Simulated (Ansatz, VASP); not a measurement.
Given: the input of a run of Ansatz 0.2.0 on Al2O3.

Contents of input.yaml:

```yaml
crystal:
  lattice:
    - [3.017482544, 0.0, 0.0]
    - [-1.508741272, 2.6132165386, 0.0]
    - [0.0, 0.0, 7.5746360022]
  atoms:
    - { symbol: Al, position: [0.0, 0.0, 0.722049] }
    - { symbol: Al, position: [0.0, 0.0, 0.277951] }
    - { symbol: O, position: [0.0, 0.0, 0.5] }
    - { symbol: O, position: [0.6666666667, 0.3333333333, 0.800546] }
    - { symbol: O, position: [0.3333333333, 0.6666666667, 0.199454] }
hamiltonian:
  xc: pbe
  pseudopotentials: { kind: paw }
kpoints:
  mp_grid: { grid: [7, 7, 3] }
  band_path:
    path:
      - [[0.0, 0.0, 0.0], [0.5, 0.0, 0.0], [0.3333333333, 0.3333333333, 0.0], [0.0, 0.0, 0.0], [0.0, 0.0, 0.5], [0.5, 0.0, 0.5], [0.3333333333, 0.3333333333, 0.5], [0.0, 0.0, 0.5]]
      - [[0.5, 0.0, 0.5], [0.5, 0.0, 0.0]]
      - [[0.3333333333, 0.3333333333, 0.0], [0.3333333333, 0.3333333333, 0.5]]
    npoints: 14
scf:
  occupations: { method: fermi_dirac, width: 0.05 }
  n_extra_bands: 12
output:
  forces: true
  stress: true
  eigenvalues: true
  fatbands: false
```

Potentials or basis: Ansatz PAW.

Launch:

```console
$ ansatz run input.yaml --threads 2 --pin off --max-ram 5632MiB --backend cpu --events-out ev --progress --plain --runs-dir out
```

Q: Set up the same calculation for VASP 6.6.1. Potentials there: VASP PAW PBE potentials, release 64 (Al, O_h).

A: As run (the cutoff follows the program's own potentials):

INCAR

```
PREC = Accurate ; ENCUT = 900
EDIFF = 1E-6 ; ISMEAR = -1
SIGMA = 0.05 ; LREAL = F
LASPH = T ; NELM = 80
ALGO = Fast ; ISIF = 2
LWAVE = F ; LCHARG = F
GGA = PE
```

The input KPOINTS:

```
Automatic mesh
0
Gamma
  7 7 3
```

Contents of POSCAR:

```
Al2O3
1.0
    3.0174825440      0.0000000000      0.0000000000
   -1.5087412720      2.6132165386      0.0000000000
    0.0000000000      0.0000000000      7.5746360022
Al O
2 3
Direct
    0.0000000000      0.0000000000      0.7220490000
    0.0000000000      0.0000000000      0.2779510000
    0.0000000000      0.0000000000      0.5000000000
    0.6666666667      0.3333333333      0.8005460000
    0.3333333333      0.6666666667      0.1994540000
```

File KPOINTS_OPT:

```
path GMKGALHA,LM,KH
20
line-mode
reciprocal
 0.0000000000  0.0000000000  0.0000000000  G
 0.5000000000  0.0000000000  0.0000000000  M

 0.5000000000  0.0000000000  0.0000000000  M
 0.3333333333  0.3333333333  0.0000000000  K

 0.3333333333  0.3333333333  0.0000000000  K
 0.0000000000  0.0000000000  0.0000000000  G

 0.0000000000  0.0000000000  0.0000000000  G
 0.0000000000  0.0000000000  0.5000000000  A

 0.0000000000  0.0000000000  0.5000000000  A
 0.5000000000  0.0000000000  0.5000000000  L

 0.5000000000  0.0000000000  0.5000000000  L
 0.3333333333  0.3333333333  0.5000000000  H

 0.3333333333  0.3333333333  0.5000000000  H
 0.0000000000  0.0000000000  0.5000000000  A

 0.5000000000  0.0000000000  0.5000000000  L
 0.5000000000  0.0000000000  0.0000000000  M

 0.3333333333  0.3333333333  0.0000000000  K
 0.3333333333  0.3333333333  0.5000000000  H
```

Potentials or basis: VASP PAW PBE potentials, release 64 (Al, O_h).

Command:

```sh
$ cat potpaw_PBE.64/Al/POTCAR potpaw_PBE.64/O_h/POTCAR > POTCAR
$ mpirun -np 1 vasp_std > vasp.out
```

Both were run:

|  | VASP | Ansatz | Ansatz less VASP |
| --- | --- | --- | --- |
| gap on the k mesh at the Fermi level (eV) | 2.28 | 2.30 | +0.016 |
| least direct gap on the mesh (eV) | 2.28 | 2.30 | +0.016 |
| gap along the band path (eV) | 2.28 | 2.30 | +0.016 |
| rms of the force components (eV/Å) | 0.046 | 0.054 | +0.0085 |

Atom by atom the forces differ by 0.009 eV/Å (rms over components). With one functional, cell and mesh, what is left measures potentials, basis and numerics.
